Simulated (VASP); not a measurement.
Ti:

```
Ti
1.0
    -1.64100    1.64100    1.64100
     1.64100   -1.64100    1.64100
     1.64100    1.64100   -1.64100
Ti
1
Direct
  0.00000 0.00000 0.00000
```

This isn't the form of Ti at room conditions, which is hcp.

```yaml
Program: VASP 6.6.1
Task: relaxation of cell and atoms
Functional: PBE
Potentials_or_basis: VASP PAW PBE potentials, release 64 (Ti_sv)
Cutoff: 600 eV
k_mesh: 18 × 18 × 18
Occupations: gaussian, width 0.1 eV
Spin: no spin polarisation
```

At the start: pressure -2.7 GPa; volume 17.68 Å³/atom.

**Question.** Where does the relaxation end?

**Answer.** Over 3 steps the energy falls by 4.0 meV/atom and the volume is 17.21 Å³/atom (-2.6 %); space group Im-3m (No. 229, to 0.05 Å).

The path:
| step | energy change (eV) | largest force (eV/Å) | pressure (GPa) | volume (Å³) |
| --- | --- | --- | --- | --- |
| 1 | 0.0000 | 0.0000 | -2.71 | 17.68 |
| 2 | -0.0024 | 0.0000 | 1.81 | 16.92 |
| 3 | -0.0040 | 0.0000 | 0.00 | 17.21 |

Final structure:
```
Ti
1.0
    -1.62646    1.62646    1.62646
     1.62646   -1.62646    1.62646
     1.62646    1.62646   -1.62646
Ti
1
Direct
  0.00000 0.00000 0.00000
```
